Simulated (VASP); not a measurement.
# TePb in VASP 6.6.1, single-point calculation

INCAR

```
NSW = 0
NBANDS = 17
NELM = 56
EDIFF = 1E-7
IBRION = -1
PREC = Accurate
LASPH = .TRUE.
LWAVE = .FALSE.
LCHARG = .FALSE.
SIGMA = 0.02
LREAL = .FALSE.
ISMEAR = -1
ISIF = 2
ENCUT = 520
GGA = PE
ALGO = Conjugate
```

KPOINTS

```
KPOINTS created by Atomic Simulation Environment
0
Gamma
8 8 8
0 0 0
```

POSCAR

```
Pb Te
 1.0000000000000000
     0.0000000000000000    3.3985503227999998    3.2524829413999998
     3.3985503227999998    0.0000000000000000    3.2524829413999998
     3.3985503227999998    3.3985503227999998    0.0000000000000000
 Pb  Te
   1   1
Cartesian
  0.0000000000000000  0.0000000000000000  0.0000000000000000
  3.3985503227999994  3.3985503227999994  3.2524829413999994
```

The recommended PBE PAW datasets give the neutral cell 20 valence electrons.

Command

```
mpirun -np 1 vasp_std
```

OSZICAR

```
N       E                     dE             d eps       ncg     rms           ort
DAV:   1     0.153086190127E+03    0.15309E+03   -0.93344E+03  1003   0.123E+03
DAV:   2     0.317903010477E+01   -0.14991E+03   -0.14537E+03  1003   0.289E+02
DAV:   3    -0.735640275452E+01   -0.10535E+02   -0.10419E+02  1003   0.834E+01
DAV:   4    -0.764151248964E+01   -0.28511E+00   -0.28498E+00  1003   0.160E+01
DAV:   5    -0.765193583719E+01   -0.10423E-01   -0.10423E-01  1003   0.260E+00
SDA:   6    -0.716885866844E+01    0.48308E+00   -0.10423E-01  1003   0.116E+01   0.000E+00
CGA:   7    -0.739450372155E+01   -0.22565E+00   -0.22554E+00  1003   0.387E+00  -0.732E-02
CGA:   8    -0.745590346672E+01   -0.61400E-01   -0.61327E-01  1003   0.367E-01   0.924E-04
CGA:   9    -0.746842292338E+01   -0.12519E-01   -0.12518E-01  1003   0.103E-01   0.152E-04
CGA:  10    -0.747064729412E+01   -0.22244E-02   -0.22249E-02  1003   0.355E-02  -0.799E-04
CGA:  11    -0.747136101888E+01   -0.71372E-03   -0.71399E-03  1003   0.446E-03   0.341E-04
CGA:  12    -0.747150629031E+01   -0.14527E-03   -0.14405E-03  1003   0.133E-03   0.111E-04
CGA:  13    -0.747153270952E+01   -0.26419E-04   -0.26196E-04  1003   0.289E-04  -0.760E-05
CGA:  14    -0.747154223960E+01   -0.95301E-05   -0.90841E-05  1003   0.648E-05   0.386E-05
SDA:  15    -0.747154426928E+01   -0.20297E-05   -0.19482E-05  1003   0.308E-05   0.228E-05
SDA:  16    -0.747154534872E+01   -0.10794E-05   -0.15703E-05  1003   0.634E-05  -0.177E-05
CGA:  17    -0.747154596694E+01   -0.61822E-06   -0.81330E-06  1003   0.658E-06   0.147E-05
SDA:  18    -0.747154600499E+01   -0.38054E-07   -0.94632E-07  1003   0.427E-06   0.432E-06
SDA:  19    -0.747154630683E+01   -0.30183E-06   -0.25046E-06  1003   0.255E-06   0.145E-06
 trl  20    -0.747154630642E+01    0.41155E-09   -0.22695E-07  1003   0.255E-06   0.153E-06
SDA:  21    -0.747154629855E+01    0.82784E-08   -0.22695E-07  1003   0.101E-06   0.102E-06
   1 F= -.74715463E+01 E0= -.74715463E+01  d E =-.108960E-10
```

Standard output (part)

```
POSCAR found type information on POSCAR PbTe
 POSCAR found :  2 types and       2 ions
 LDA part: xc-table for (Slater+PW92), standard interpolation
 POSCAR, INCAR and KPOINTS ok, starting setup
 WAVECAR not read
 entering main loop
 gam= 0.000 g(H,U,f)=  0.641E+00 0.523E+00 0.155E-12 ort(H,U,f) = 0.000E+00 0.000E+00 0.000E+00
 gam= 0.000 trial= 0.400  step=  0.3875 mean=  0.4000
 gam= 0.333 g(H,U,f)=  0.319E+00 0.683E-01 0.718E-13 ort(H,U,f) =-0.201E+00 0.194E+00 0.219E-12
 gam= 0.333 trial= 0.399  step=  0.3187 mean=  0.3987
 gam= 0.095 g(H,U,f)=  0.306E-01 0.603E-02 0.524E-13 ort(H,U,f) =-0.388E-01 0.389E-01 0.472E-12
 gam= 0.095 trial= 0.391  step=  0.6827 mean=  0.3907
 gam= 0.280 g(H,U,f)=  0.945E-02 0.801E-03 0.182E-13 ort(H,U,f) =-0.342E-02 0.343E-02 0.134E-12
 gam= 0.280 trial= 0.420  step=  0.4337 mean=  0.4199
 gam= 0.346 g(H,U,f)=  0.352E-02 0.321E-04 0.385E-15 ort(H,U,f) =-0.343E-03 0.263E-03 0.665E-14
 gam= 0.346 trial= 0.421  step=  0.4057 mean=  0.4213
 gam= 0.126 g(H,U,f)=  0.436E-03 0.935E-05 0.338E-16 ort(H,U,f) =-0.245E-04 0.586E-04-0.880E-15
 gam= 0.126 trial= 0.420  step=  0.6404 mean=  0.4198
 gam= 0.300 g(H,U,f)=  0.129E-03 0.412E-05 0.492E-16 ort(H,U,f) = 0.112E-05 0.996E-05-0.442E-16
 gam= 0.300 trial= 0.442  step=  0.3829 mean=  0.4418
 gam= 0.216 g(H,U,f)=  0.274E-04 0.143E-05 0.498E-16 ort(H,U,f) =-0.816E-05 0.560E-06 0.126E-16
 gam= 0.216 trial= 0.436  step=  0.6672 mean=  0.4359
...
```

From OUTCAR

```
k-points           NKPTS =     59   k-points in BZ     NKDIM =     59   number of bands    NBANDS=     17

   NELECT =      20.0000    total number of electrons

   dimension x,y,z NGX =    36 NGY =   36 NGZ =   36
   dimension x,y,z NGXF=    72 NGYF=   72 NGZF=   72

  energy-cutoff  :      520.00
  volume of cell :       75.13
      direct lattice vectors                 reciprocal lattice vectors
     0.000000000  3.398550323  3.252482941    -0.147121553  0.147121553  0.153728708
     3.398550323  0.000000000  3.252482941     0.147121553 -0.147121553  0.153728708
     3.398550323  3.398550323  0.000000000     0.147121553  0.147121553 -0.153728708

 k-points in reciprocal lattice and weights: KPOINTS created by Atomic Simulation Env
   0.00000000  0.00000000  0.00000000       0.002
   0.12500000  0.00000000  0.00000000       0.016
   0.25000000  0.00000000  0.00000000       0.016
   0.37500000 -0.00000000  0.00000000       0.016
   0.50000000  0.00000000  0.00000000       0.008
   0.12500000  0.12500000  0.00000000       0.004
   0.25000000  0.12500000  0.00000000       0.016
   0.37500000  0.12500000  0.00000000       0.016
   ...

 E-fermi :   4.7746

 k-point     1 :       0.0000    0.0000    0.0000
  band No.  band energies     occupation
      1     -12.2890      2.00000
      2     -12.2865      2.00000
      3     -12.2691      2.00000
      4     -12.2691      2.00000
      5     -12.2671      2.00000
      6      -6.8875      2.00000
      7      -1.5304      2.00000
      8       3.0717      2.00000
      9       3.4873      2.00000
     10       3.4873      2.00000
     11       7.9542      0.00000
     12       7.9542      0.00000
     13       8.8830      0.00000
     14      10.2642      0.00000
     15      10.2642      0.00000
     16      10.5145      0.00000
     17      11.2698      0.00000

 k-point     2 :       0.1250    0.0000    0.0000
  band No.  band energies     occupation
      1     -12.2895      2.00000
      2     -12.2860      2.00000
      3     -12.2689      2.00000
      4     -12.2677      2.00000
      5     -12.2676      2.00000
      6      -6.7734      2.00000
      7      -1.8381      2.00000
      8       3.1934      2.00000
      9       3.5011      2.00000
     10       3.5707      2.00000
     11       7.3506      0.00000
     12       7.4964      0.00000
     13       8.2505      0.00000
     14      10.2012      0.00000
     15      10.5516      0.00000
     16      10.6830      0.00000
     17      12.1309      0.00000

 k-point     3 :       0.2500    0.0000    0.0000
  band No.  band energies     occupation
      1     -12.2913      2.00000
      2     -12.2850      2.00000
      3     -12.2716      2.00000
      4     -12.2652      2.00000
      5     -12.2639      2.00000
      6      -6.4484      2.00000
      7      -2.5712      2.00000
      8       3.4296      2.00000
      9       3.5533      2.00000
     10       3.8078      2.00000
     11       6.3582      0.00000
     12       6.6717      0.00000
     13       7.1924      0.00000
     14      10.4642      0.00000
     15      11.3401      0.00000
     16      11.3702      0.00000
     17      14.1567      0.00000

 ...

  Total       -1.4049378     -1.4049378      0.2746746      0.0000000      0.0000000     -0.0000000
  in kB      -29.9595480    -29.9595480      5.8572886      0.0000000      0.0000000     -0.0000000
  external PRESSURE =     -18.0206024 kB  Pullay stress =       0.0000000 kB

 POSITION                                       TOTAL-FORCE (eV/Angst)
 -----------------------------------------------------------------------------------
      0.00000      0.00000      0.00000        -0.000000     -0.000000     -0.000000
      3.39855      3.39855      3.25248         0.000000      0.000000      0.000000
 -----------------------------------------------------------------------------------
    total drift:                                0.000000      0.000000      0.000000

  FREE ENERGIE OF THE ION-ELECTRON SYSTEM (eV)
  ---------------------------------------------------
  free  energy   TOTEN  =        -7.4715462985 eV

  energy  without entropy=       -7.4715462985  energy(sigma->0) =       -7.47154630
```

It converged. Results: gap between bands v and c on the k mesh 0.85 eV; least direct gap on the k mesh 0.85 eV; pressure -1.8 GPa. Band v is the last that the valence electrons fill when counted band by band, and c is the next.

For comparison, a separate PBE run of the intended cell, on usual settings and not on those above, gives a gap of 0.85 eV on its mesh and a pressure of -1.8 GPa.

The run above took about 93 s on one core of a shared host (Intel Xeon Platinum 8488C) and held 0.31 GiB at most.
